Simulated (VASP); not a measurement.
# Gallium: Mo into a neighbouring Ga vacancy, part 3 of 4

How hard is this move in Gallium: Mo into a neighbouring Ga vacancy? Both ends are relaxed first, then a band of images between them. The start is a cell from a database of measured crystal structures.

VASP 6.6.1, plane waves and PAW; the level of theory is named at each step.

So far. Step 2 (Relax the host): The run ended after 8 ionic steps, 0.027 eV below its first step, once forces and stress met EDIFFG = -0.02. Step 3 (Relax the start): The run ended after 14 ionic steps, 0.316 eV below its first step, once the forces on the free atoms met EDIFFG = -0.05.

### Step 4. Relax the end

Level of this step: PBE; plane waves and PAW (Ga, Mo) (VASP).

The end state is relaxed in the same way, so that both ends share their errors.

INCAR reads:

```
SYSTEM = Ga14Mo
PREC = Normal
ENCUT = 280
EDIFF = 1E-05
NELM = 120
ISMEAR = 1
SIGMA = 0.15
LREAL = Auto
ALGO = Fast
GGA = PE
NBANDS = 39
LASPH = .TRUE.
LORBIT = 11
LWAVE = .FALSE.
LCHARG = .FALSE.
KPAR = 3
IBRION = 2
NSW = 60
ISIF = 2
EDIFFG = -0.05
POTIM = 0.4
MAXMIX = 40
ISYM = 0
```

POSCAR reads:

```
Ga14Mo
1.0
    0.0000000000      7.7255186898      4.5820659583
    0.0000000000     -7.7255186898      4.5820659583
    4.6364062420      0.0000000000     -4.5820659583
Ga Mo
14 1
Direct
    0.0368178925      0.8803736269      0.5004118838
    0.0408052136      0.3821460010      0.0025612427
    0.5357587408      0.8775124834     -0.0035295882
    0.8838233206      0.5429501276      0.5037924227
    0.3789739605      0.0385588895      0.4999134526
    0.3796449358      0.5352908665      0.0002333802
    0.8781699603      0.0340054106     -0.0047768594
    0.9602219009      0.1146077786      0.5010158972
    0.9638137141      0.6169954591      0.0010973504
    0.4621072113      0.1165119244     -0.0034975994
    0.1169327856      0.4614743487      0.5038645581
    0.6195590325      0.9643610634      0.4995254481
    0.6143796059      0.4622494466      0.0008352713
    0.1200701188      0.9619581883      0.0038123883
    0.5392675785      0.3817619283      0.4999954758
```

KPOINTS reads:

```
Automatic mesh
0
Gamma
4 4 4
0 0 0
```

PAW data sets: Ga and Mo (PBE family, release 64).

Launch:

```sh
mpirun -np 3 vasp_std
```

Log:

```text
[... set-up lines as in an earlier step ...]
 entering main loop
       N       E                     dE             d eps       ncg     rms          rms(c)
DAV:   1     0.867744010870E+02    0.86774E+02   -0.11213E+04  2808   0.596E+02
DAV:   2    -0.413542505680E+02   -0.12813E+03   -0.11897E+03  3425   0.112E+02
DAV:   3    -0.500574491115E+02   -0.87032E+01   -0.83070E+01  3648   0.284E+01
DAV:   4    -0.502199716546E+02   -0.16252E+00   -0.16121E+00  3483   0.392E+00
DAV:   5    -0.502230820807E+02   -0.31104E-02   -0.31080E-02  3597   0.441E-01    0.126E+01
RMM:   6    -0.550954125436E+02   -0.48723E+01   -0.22859E+01  2808   0.115E+01    0.148E+01
RMM:   7    -0.484612705533E+02    0.66341E+01   -0.40411E+00  2808   0.606E+00    0.491E+00
RMM:   8    -0.482897314750E+02    0.17154E+00   -0.51492E-01  2808   0.209E+00    0.164E+00
RMM:   9    -0.482739303211E+02    0.15801E-01   -0.75024E-02  2809   0.834E-01    0.525E-01
RMM:  10    -0.482732800083E+02    0.65031E-03   -0.13362E-02  2835   0.318E-01    0.214E-01
RMM:  11    -0.482730917008E+02    0.18831E-03   -0.30495E-03  2910   0.133E-01    0.142E-01
RMM:  12    -0.482729783385E+02    0.11336E-03   -0.63349E-04  2844   0.690E-02    0.271E-02
RMM:  13    -0.482729985575E+02   -0.20219E-04   -0.15625E-04  2835   0.313E-02    0.126E-02
RMM:  14    -0.482729980967E+02    0.46076E-06   -0.19791E-05  2068   0.117E-02
   1 F= -.48272998E+02 E0= -.48271005E+02  d E =-.482730E+02
 curvature:   0.00 expect dE= 0.000E+00 dE for cont linesearch  0.000E+00
 trial: gam= 0.00000 g(F)=  0.143E+00 g(S)=  0.000E+00 ort = 0.000E+00 (trialstep = 0.100E+01)
 search vector abs. value=  0.143E+00
 bond charge predicted
       N       E                     dE             d eps       ncg     rms          rms(c)
DAV:   1    -0.483928942264E+02   -0.11990E+00   -0.24667E+00  3088   0.504E+00    0.649E-01
RMM:   2    -0.483957556825E+02   -0.28615E-02   -0.70847E-02  2808   0.913E-01    0.188E-01
RMM:   3    -0.483961633710E+02   -0.40769E-03   -0.88282E-03  2837   0.340E-01    0.115E-01
RMM:   4    -0.483962994213E+02   -0.13605E-03   -0.15841E-03  2907   0.118E-01    0.416E-02
RMM:   5    -0.483962912120E+02    0.82093E-05   -0.25921E-04  2815   0.532E-02    0.209E-02
RMM:   6    -0.483962931079E+02   -0.18959E-05   -0.71962E-05  2527   0.229E-02
   2 F= -.48396293E+02 E0= -.48394521E+02  d E =-.123295E+00
[... from here on, the cycles between the ionic steps are left out ...]
   3 F= -.48517896E+02 E0= -.48516512E+02  d E =-.244898E+00
   4 F= -.48548171E+02 E0= -.48546751E+02  d E =-.302751E-01
   5 F= -.48589676E+02 E0= -.48588487E+02  d E =-.717802E-01
   6 F= -.48599896E+02 E0= -.48598621E+02  d E =-.102196E-01
   7 F= -.48604053E+02 E0= -.48602725E+02  d E =-.143765E-01
   8 F= -.48607917E+02 E0= -.48606534E+02  d E =-.386463E-02
   9 F= -.48610239E+02 E0= -.48608772E+02  d E =-.618603E-02
  10 F= -.48610529E+02 E0= -.48609020E+02  d E =-.647662E-02
  11 F= -.48613398E+02 E0= -.48611938E+02  d E =-.286842E-02
  12 F= -.48614330E+02 E0= -.48612898E+02  d E =-.380042E-02
 curvature:  -7.27 expect dE=-0.540E-02 dE for cont linesearch -0.231E-05
 trial: gam= 0.82486 g(F)=  0.743E-03 g(S)=  0.000E+00 ort =-0.247E-04 (trialstep = 0.435E+01)
 search vector abs. value=  0.201E-02
 bond charge predicted
       N       E                     dE             d eps       ncg     rms          rms(c)
DAV:   1    -0.486159140409E+02   -0.15861E-02   -0.21365E-01  2850   0.158E+00    0.121E-01
RMM:   2    -0.486163931912E+02   -0.47915E-03   -0.61117E-03  2808   0.261E-01    0.752E-02
RMM:   3    -0.486164131146E+02   -0.19923E-04   -0.81247E-04  2853   0.970E-02    0.246E-02
RMM:   4    -0.486164244201E+02   -0.11306E-04   -0.13474E-04  2892   0.348E-02    0.166E-02
RMM:   5    -0.486164271127E+02   -0.26925E-05   -0.22598E-05  2076   0.152E-02
  13 F= -.48616427E+02 E0= -.48615038E+02  d E =-.209733E-02
 trial-energy change:   -0.002097  1 .order   -0.002040   -0.003148   -0.000931
 step:   5.8646(harm=  6.1825)  dis= 0.01857  next Energy=   -48.616591 (dE=-0.226E-02)
 reached required accuracy - stopping structural energy minimisation
```

It took 2.9 min on 3 MPI ranks of Intel Xeon 6975P-C (Granite Rapids), shared host; peak memory 0.88 GiB.

OUTCAR, selected parts (step 4):

```text
 Found     36 irreducible k-points:

   NELECT =      48.0000    total number of electrons

 E-fermi :   1.6578

 k-point     1 :       0.0000    0.0000    0.0000
  band No.  band energies     occupation
    ...
     21       0.8264      2.00000
     22       1.0244      2.00000
     23       1.1822      2.00007
     24       1.1878      2.00009
     25       1.4671      2.07029
     26       1.8595     -0.06715
     27       1.9036     -0.04255
     28       2.1528     -0.00003
     29       2.7432     -0.00000
     30       2.7540     -0.00000
    ...

 k-point     2 :       0.2500   -0.0000    0.0000
  band No.  band energies     occupation
    ...
     20       0.6732      2.00000
     21       0.7673      2.00000
     22       0.8749      2.00000
     23       1.1725      2.00005
     24       1.5681      1.83838
     25       1.7633      0.07770
     26       2.0254     -0.00288
     27       2.3138     -0.00000
     28       2.5247     -0.00000
     29       2.9822     -0.00000
    ...

  Total       -7.2158230     -2.9911336     -3.0201175      0.0174505      1.3997837      0.0001663
  in kB      -35.2205388    -14.5997673    -14.7412380      0.0851759      6.8323648      0.0008119
  external PRESSURE =     -21.5205147 kB  Pullay stress =       0.0000000 kB

 POSITION                                       TOTAL-FORCE (eV/Angst)
 -----------------------------------------------------------------------------------
      2.32013     -6.46635      1.94657         0.000581      0.014069     -0.007235
      0.19288     -2.60666      1.98279         0.016429      0.016300     -0.001084
      4.44285     -2.60684      1.98802        -0.021217      0.006352     -0.010229
      2.32033      2.63936      4.22476         0.001688     -0.043942     -0.011187
      2.32365      2.65043     -0.30517        -0.001713      0.003023      0.008891
      0.05695     -1.26610      4.19980        -0.012606      0.004463      0.015387
      4.57942      6.46611     -0.38408         0.008196      0.008163      0.021271
      2.31909      6.47044      2.60895        -0.000734      0.000692     -0.029789
      4.48578      2.65124      2.57528         0.003794     -0.000817      0.003708
      0.15593      2.64741      2.57647        -0.010957      0.016187      0.005693
      2.31657     -2.59319      0.35462         0.007628     -0.028609      0.005778
      2.31825     -2.59208      4.87564         0.002022      0.003774      0.003518
      4.52975      1.13897      0.37197         0.005236      0.008334      0.005137
      0.11511     -6.58191      4.95315        -0.007105      0.007679      0.004746
      2.32076      1.28208      1.91949         0.008757     -0.015666     -0.014606
 -----------------------------------------------------------------------------------
    total drift:                                0.014175      0.001229     -0.006869

  FREE ENERGIE OF THE ION-ELECTRON SYSTEM (eV)
  ---------------------------------------------------
  free  energy   TOTEN  =       -48.6164271127 eV

  energy  without entropy=      -48.6122593109  energy(sigma->0) =      -48.61503785

 total charge
# of ion       s       p       d       tot
------------------------------------------
    1        1.181   0.918   0.066   2.165
    2        1.192   0.921   0.064   2.178
    3        1.193   0.919   0.064   2.176
    4        1.162   1.023   0.081   2.266
    5        1.157   1.019   0.086   2.261
    6        1.184   0.971   0.067   2.222
    7        1.184   0.971   0.067   2.222
    8        1.181   0.947   0.066   2.193
    9        1.168   1.013   0.083   2.264
   10        1.167   1.015   0.083   2.265
   11        1.175   0.967   0.065   2.207
   12        1.193   0.901   0.059   2.152
   13        1.168   1.005   0.080   2.254
   14        1.168   1.007   0.080   2.255
   15        0.360   0.245   4.384   4.989
--------------------------------------------------
tot         16.833  13.841   5.395  36.069

[... 6 parts as in an earlier step ...]

[... 6 further parts left out ...]
```

Relaxation path:

| step | energy less that of the first step (eV) | largest force (eV/Å) |
| --- | --- | --- |
| 1 | 0.0000 | 0.7263 |
| 2 | -0.1233 | 0.5506 |
| 3 | -0.2449 | 0.3365 |
| 4 | -0.2752 | 0.2444 |
| 5 | -0.3167 | 0.1463 |
| 6 | -0.3269 | 0.1006 |
| 7 | -0.3311 | 0.1071 |
| 8 | -0.3349 | 0.0610 |
| 9 | -0.3372 | 0.0747 |
| 10 | -0.3375 | 0.0836 |
| 11 | -0.3404 | 0.0528 |
| 12 | -0.3413 | 0.0632 |
| 13 | -0.3434 | 0.0454 |

The atoms that moved most (Å):

| atom | dx | dy | dz | length |
| --- | --- | --- | --- | --- |
| Ga3 | -0.177 | 0.033 | 0.078 | 0.197 |
| Ga10 | 0.172 | -0.022 | -0.091 | 0.196 |
| Ga2 | 0.181 | 0.030 | 0.057 | 0.192 |
| Ga9 | -0.156 | -0.028 | -0.081 | 0.178 |
| Ga14 | 0.097 | -0.078 | 0.013 | 0.125 |
| Ga13 | -0.111 | -0.036 | 0.025 | 0.119 |
| Ga12 | 0.002 | 0.072 | -0.093 | 0.118 |
| Ga6 | 0.056 | -0.064 | 0.009 | 0.085 |

The relaxed structure:

```xyz
15
Lattice="0.0000 7.7255 4.5821 0.0000 -7.7255 4.5821 4.6364 0.0000 -4.5821" Properties=species:S:1:pos:R:3 pbc="T T T"
Ga    2.3201   -6.4663    1.9466
Ga    0.1929   -2.6067    1.9828
Ga   -0.1936   -2.6068    6.5701
Ga    2.3203    2.6394    4.2248
Ga    2.3236    2.6504   -0.3052
Ga    0.0569   -1.2661    4.1998
Ga   -0.0570    6.4661    4.1980
Ga    2.3191    6.4704    2.6090
Ga   -0.1506    2.6512    7.1573
Ga    0.1559    2.6474    2.5765
Ga    2.3166   -2.5932    0.3546
Ga    2.3182   -2.5921    4.8756
Ga   -0.1067    1.1390    4.9540
Ga    0.1151   -6.5819    4.9532
Mo    2.3208    1.2821    1.9195
```

Numbers from this step:

```yaml
electronic_cycles: 77
energy_at_zero_smearing: -48.62 eV
fermi_energy: 1.658 eV
```

The run ended after 13 ionic steps, 0.343 eV below its first step, once the forces on the free atoms met EDIFFG = -0.05.

(Part 3 of 4 ends here.)

[Lines on the potential files, build, host, timing and source positions are cut from VASP's logs without a mark.]

[Logs are printed without paths, hosts, clocks, repeated set-up lines and the standing remarks that a program may print on its own settings, such as how far it seeks lower states.]

[Hosts, paths, dates, database ids (printed as entryN), source tags and the programs' standing remarks are cut or masked in the printed files.]

[Runs that stopped without an error message from VASP are left out.]
